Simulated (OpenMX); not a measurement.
SrO:

```xyz
2
Lattice="0.0000 2.5663 2.5663 2.5663 0.0000 2.5663 2.5663 2.5663 0.0000" Properties=species:S:1:pos:R:3 pbc="T T T"
Sr    2.5663    2.5663    2.5663
O     0.0000    0.0000    0.0000
```

- Program: OpenMX 3.8.5
- Task: single point
- Functional: PBE
- Potentials or basis: OpenMX 2013 PBE set, Sr10.0-s3p2d2, O6.0-s2p2d1, grid cutoff 400 Ry
- k mesh: 9 × 9 × 9
- Occupations: fermi-dirac, width 0.05 eV
- Spin: no spin polarisation

On this cell: pressure 3.0 GPa; largest force zero by symmetry; band gap on the k mesh 2.92 eV, indirect (least direct gap 3.15 eV).

The same run follows on a disturbed copy (atoms moved at random, drawn with an rms of 0.05 Å):

```
Sr O
1.0
     0.00000    2.56630    2.56630
     2.56630    0.00000    2.56630
     2.56630    2.56630    0.00000
Sr O
1 1
Direct
  0.49804 0.49679 0.50611
  0.02237 0.99792 0.99510
```

Q: What does the disturbed cell give?

A: The energy moves by +3.1 meV/atom; pressure 3.2 GPa; largest force 0.169 eV/Å; band gap on the k mesh 2.96 eV, indirect (least direct gap 3.19 eV).

Forces in eV/Å, atoms in the order of the input:
```
Sr  -0.059  0.073  0.140
O    0.057 -0.074 -0.141
```

Caveats: an odd mesh through Γ misses points on the zone boundary, where band edges often lie; the basis of atomic orbitals isn't converged, which shifts pressures, moduli and gaps.
